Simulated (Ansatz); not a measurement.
# O under changes of volume

One of the cells (10.214 Å³/atom); the others are scaled copies at fixed shape and fractional positions:

```xyz
4
Lattice="2.4582 0.0000 0.0000 -1.2291 2.1289 0.0000 0.0000 0.0000 7.8073" Properties=species:S:1:pos:R:3 pbc="T T T"
O     0.0000    1.4192    1.3421
O     1.2291    0.7096    6.4653
O     1.2291    0.7096    5.2457
O     0.0000    1.4192    2.5616
```

- Program: Ansatz 0.2.0
- Functional: PBE
- Potentials or basis: Ansatz PAW
- Cutoff: 420 eV (not typed: the program's choice for these potentials)
- k mesh: 12 × 12 × 4
- Occupations: fermi-dirac, width 0.05 eV
- Spin: no spin polarisation

```csv
volume (Å³/atom),energy over the lowest point (meV/atom),pressure (GPa),largest force (eV/Å)
9.601,28.35,11.8,1.187
9.806,15.51,8.4,0.566
10.010,6.84,5.4,0.013
10.214,1.74,2.6,0.553
10.419,0.00,0.1,1.056
10.623,1.42,-2.1,1.527
10.827,?,?,?
```

Q: What does the run at 10.827 Å³/atom give?

A: Energy over the lowest point 5.41 meV/atom; pressure -4.1 GPa; largest force 1.967 eV/Å.

Worked out: A Birch-Murnaghan fit of order 3 (a polynomial in V^(-2/3)) to the other rows has its minimum at 10.43 Å³/atom with B0 = V·E''(V) = 123 GPa and B' = 3.4 at fixed shape and positions, which overstates the stiffness. It gives 5.63 meV/atom at 10.827 Å³/atom, against the run's 5.41, and -dE/dV = -4.4 GPa, against -4.1.

Energies are extrapolated to zero smearing.

Caveats: spin is off for a triplet molecule; forces of over 1 eV/Å show positions far from the minimum, so gaps and moduli don't describe the material at rest (some runs).
